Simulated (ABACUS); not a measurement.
The system is AlN.

```
CELL_PARAMETERS angstrom
-2.18399 0.00000 2.18399
0.00000 2.18399 2.18399
-2.18399 2.18399 0.00000
ATOMIC_POSITIONS crystal
Al 0.00000 0.00000 0.00000
N 0.75000 0.75000 0.75000
```

Measurements of this composition are mostly on another form, of space group No. 186.

* Program: ABACUS 3.10.1
* Task: relaxation of cell and atoms
* Functional: LDA
* Potentials or basis: PseudoDojo NC SR 0.4.1 LDA standard
* Cutoff: 1143 eV
* Density cutoff: 4572 eV
* Basis: plane waves
* k mesh: 8 × 8 × 8
* Occupations: fermi-dirac, width 0.05 eV
* Spin: no spin polarisation

At the start: pressure -4.6 GPa; volume 10.42 Å³/atom.

Task: How do energy, volume and symmetry change on relaxing?

Result: Over 3 steps the energy falls by 3.5 meV/atom and the volume is 10.18 Å³/atom (-2.3 %); space group F-43m (No. 216, to 0.05 Å).

The path:
```csv
step,energy change (eV),largest force (eV/Å),pressure (GPa),volume (Å³)
1,0.0000,0.0000,-4.62,20.83
2,-0.0002,0.0000,4.89,19.91
3,-0.0069,0.0000,-0.03,20.36
```

Final structure:
```
Al N
1.0
    -2.16738    0.00000    2.16738
     0.00000    2.16738    2.16738
    -2.16738    2.16738    0.00000
Al N
1 1
Direct
  0.00000 0.00000 0.00000
  0.75000 0.75000 0.75000
```
